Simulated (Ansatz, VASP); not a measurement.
## One calculation of ZnSe (Stilleite), two programs

File INCAR:

```
SYSTEM = ZnSe
PREC = Accurate
ENCUT = 520
EDIFF = 1E-6
ISMEAR = -1
SIGMA = 0.05
LREAL = .FALSE.
LASPH = .TRUE.
NELM = 60
ALGO = Normal
ISIF = 2
LWAVE = .FALSE.
LCHARG = .FALSE.
GGA = B5
ALDAX = 1.0
AGGAX = 1.0
AGGAC = 1.0
ALDAC = 0.0
IVDW = 12
VDW_S6 = 1.0
VDW_S8 = 2.6996
VDW_A1 = 0.4298
VDW_A2 = 4.2359
NBANDS = 16
```

The input KPOINTS:

```
regular mesh
0
G
  8 8 8
  0 0 0
```

POSCAR

```
ZnSe
1.0
    0.0000000000      2.7759511149      2.7759511149
    2.7759511149      0.0000000000      2.7759511149
    2.7759511149      2.7759511149      0.0000000000
Se Zn
1 1
Direct
    0.7500000000      0.7500000000      0.7500000000
    0.0000000000      0.0000000000      0.0000000000
```

File input.yaml:

```yaml
crystal:
  lattice:
    - [0.0, 2.7759511149, 2.7759511149]
    - [2.7759511149, 0.0, 2.7759511149]
    - [2.7759511149, 2.7759511149, 0.0]
  atoms:
    - { symbol: Se, position: [0.75, 0.75, 0.75] }
    - { symbol: Zn, position: [0.0, 0.0, 0.0] }
hamiltonian:
  xc: blyp
  pseudopotentials: { kind: paw }
  dispersion: d3bj
kpoints:
  mp_grid: { grid: [8, 8, 8] }
scf:
  occupations: { method: fermi_dirac, width: 0.05 }
output:
  forces: true
  stress: true
  eigenvalues: true
```

Alike in both runs: task single point; functional BLYP; dispersion D3(BJ); k mesh 8 × 8 × 8; occupations fermi-dirac, width 0.05 eV; no spin polarisation.

|  | VASP | Ansatz |
| --- | --- | --- |
| version | VASP 6.6.1 | Ansatz 0.2.0 |
| potentials or method | VASP PAW PBE potentials, release 64 (Se, Zn) | Ansatz PAW |
| plane-wave cutoff (eV) | 520 | 420 |
| valence electrons in the cell | 18 | 28 |

```csv
,VASP,Ansatz,Ansatz less VASP
gap on the k mesh at the Fermi level (eV),1.55,1.50,-0.044
least direct gap on the mesh (eV),1.55,1.50,-0.044
pressure (GPa),4.4,4.0,-0.41
dispersion energy (meV/atom),-769.0,-769.1,-0.07
```

The two sets of potentials don't hold the same shells in valence.

Caveats: the PAW data sets were made with another functional, which shifts forces and pressure a little (VASP); the PAW data sets come from PBE, with cores solved anew for the run's functional, which leaves a small shift of forces and pressure (Ansatz).
